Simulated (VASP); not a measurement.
Wanted: the native input for a VASP 6.6.1 run.

```yaml
Task: single point
Functional: PBEsol
Potentials_or_basis: VASP PAW PBE potentials, release 64 (Cu, O)
Cutoff: 520 eV
k_mesh: 9 × 9 × 5
Occupations: fermi-dirac, width 0.05 eV
Spin: no spin polarisation
Ladder: free
Further_INCAR_settings: ALGO = Normal; EDIFF = 1e-07; NBANDS = 25
```

The structure of CuO lies in POSCAR:

```
CuO
1.0
    1.9909680000     -2.1535500000      0.0000000000
    1.9909680000      2.1535500000      0.0000000000
    0.0000000000      0.0000000000      5.1559280000
Cu O
2 2
Direct
    0.5013910000     -0.0079200000     -0.0030990000
   -0.0018270000      0.4886990000      0.4935820000
    0.4942690000      0.5071840000      0.2521270000
    0.5085040000      0.5004420000      0.7413450000
```

The cell comes from a database or a generator and needn't be the stable form of this composition.

The cell isn't the ideal one: atoms moved at random, drawn with an rms of 0.05 Å.

These files were run (other wordings do the same):

INCAR

```
PREC     = Accurate       # precision mode
ENCUT    = 520            # plane-wave cutoff, eV
EDIFF    = 1E-7           # SCF threshold, eV
ISMEAR   = -1             # smearing method
SIGMA    = 0.05           # smearing width, eV
LREAL    = F              # projectors in reciprocal space
LASPH    = T              # aspherical terms in the spheres
NELM     = 60             # most SCF steps
ALGO     = Normal         # electronic algorithm
ISIF     = 2              # what is computed and relaxed
LWAVE    = F              # write WAVECAR
LCHARG   = F              # write CHGCAR
GGA      = PS             # functional
NBANDS   = 25             # bands
```

KPOINTS

```
regular mesh
0
Gamma
  9 9 5
```

Potentials or basis: VASP PAW PBE potentials, release 64 (Cu, O).

Run with:

```bash
$ cat potpaw_PBE.64/Cu/POTCAR potpaw_PBE.64/O/POTCAR > POTCAR
$ mpirun -np 1 vasp_std > vasp.out
```

Results of the run:

| Quantity | Value |
| --- | --- |
| Pressure | -5.1 GPa |
| Largest force | 0.623 eV/Å |
| Band gap on the k mesh | none (metal or under the smearing width) |

Caveat: the PAW data sets were made with another functional, which shifts forces and pressure a little; the run has no spin polarisation, though such a crystal can be magnetic; semilocal functionals often make such compounds metallic where correlation or magnetic order opens a gap, which also shifts bond lengths.

Wall time 97 s on 1 thread of Intel(R) Xeon(R) 6975P-C (Granite Rapids) (shared host), peak memory 0.3 GiB.
